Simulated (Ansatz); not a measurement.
Crystal: AlNi3.

```
CELL_PARAMETERS angstrom
3.52305 0.00000 0.00000
0.00000 3.52305 0.00000
0.00000 0.00000 3.52305
ATOMIC_POSITIONS crystal
Ni 0.50000 0.50000 0.00000
Ni 0.50000 0.00000 0.50000
Ni 0.00000 0.50000 0.50000
Al 0.00000 0.00000 0.00000
```

The cell is a database's computed one.

Base run:

```yaml
Program: Ansatz 0.2.0
Functional: PBEsol
Potentials_or_basis: Ansatz PAW
Cutoff: "420 eV (not typed: the program's choice for these potentials)"
k_mesh: 8 × 8 × 8
Occupations: fermi-dirac, width 0.05 eV
Spin: no spin polarisation
```

Its results: band gap on the k mesh none (metal or under the smearing width); pressure -0.8 GPa.

Question: The run is repeated on the same cell with these changes: spin from no spin polarisation to collinear spin, ferrimagnetic start. What comes out?

Answer: Band gap on the k mesh none (metal or under the smearing width); pressure -0.7 GPa; net moment 0.66 μB per cell; site moments Ni +0.24; Al -0.01 μB.

Caveats: the PAW data sets come from PBE, with cores solved anew for the run's functional, which leaves a small shift of forces and pressure; the starting moments weren't kept (some runs).
